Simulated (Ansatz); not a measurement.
**Li started on a F site in rocksalt LiF, 64 atoms, charge +1**

All numbers come from Ansatz (PAW, plane waves, no spin–orbit coupling) at the single k point (¼, ¼, ¼) without its symmetry partners. The atoms were relaxed with PBEsol in a fixed cell; other functionals are single points on those atoms unless said otherwise. The valence top and gap of the host come from its small cell on a dense mesh, with the band extrema sought between the mesh points, lined up by the mean potential, PBEsol gap 9.05 eV, HSE06 gap 11.54 eV. The charge correction uses an assumed dielectric constant of 9.0.

Cell: a = 8.015 Å, b = 8.015 Å, c = 8.015 Å, α = 90.00°, β = 90.00°, γ = 90.00°.

Nearest atoms after relaxation, from the placed atom (for vacancies from the middle of the vacant sites): F at 1.76 Å, F at 1.76 Å, F at 1.76 Å, Li at 2.14 Å, Li at 2.14 Å, Li at 2.14 Å, Li at 2.19 Å, Li at 3.24 Å.

Chemical potentials μ are those of reference phases of the elements at zero temperature by the same functional (the usual solids, diamond for C, grey Sn, and the molecules H2, N2, O2, F2, Cl2, Br2 and S8).

| functional | E(defect) − E(host) − Σ nμ + q·E_VBM (eV) | monopole (eV) | alignment (eV) | formation energy at E_F = VBM (eV) | moment (μB) | wall time, shared host |
| --- | --- | --- | --- | --- | --- | --- |
| PBEsol | 2.62 | 0.28 | -0.24 | 2.66 | 1.0 | 94 s on 7 threads of Neoverse-V2 (relaxation) |
| HSE06 | 1.25 | 0.28 | -0.23 | 1.30 | 1.0 | 3.1 min on 7 threads of Neoverse-V2 |

How does the monopole term follow by hand for this cubic cell?

q²·α·e²/(4πε₀)/(2εL) with the Madelung constant α = 2.837 and e²/4πε₀ = 14.40 eV·Å: 1 × 2.837 × 14.40 / (2 × 9.0 × 8.015) = 0.28 eV.

HSE06 one-electron levels near the gap (the ten most localised at most), from the host's valence top, not corrected for the charge's images:

| level (eV) | spin | filling | atoms sharing it | element of the atom with most weight |
| --- | --- | --- | --- | --- |
| 6.73 | up | 1.00 | 7.9 | Li |
| 9.39 | down | 0.00 | 9.4 | Li |

All elements are taken at their own reference at once; growth conditions in equilibrium with the host shift these energies, by up to the host's formation enthalpy.

One k point and a cell of this size can leave errors of several tenths of an eV in such numbers.
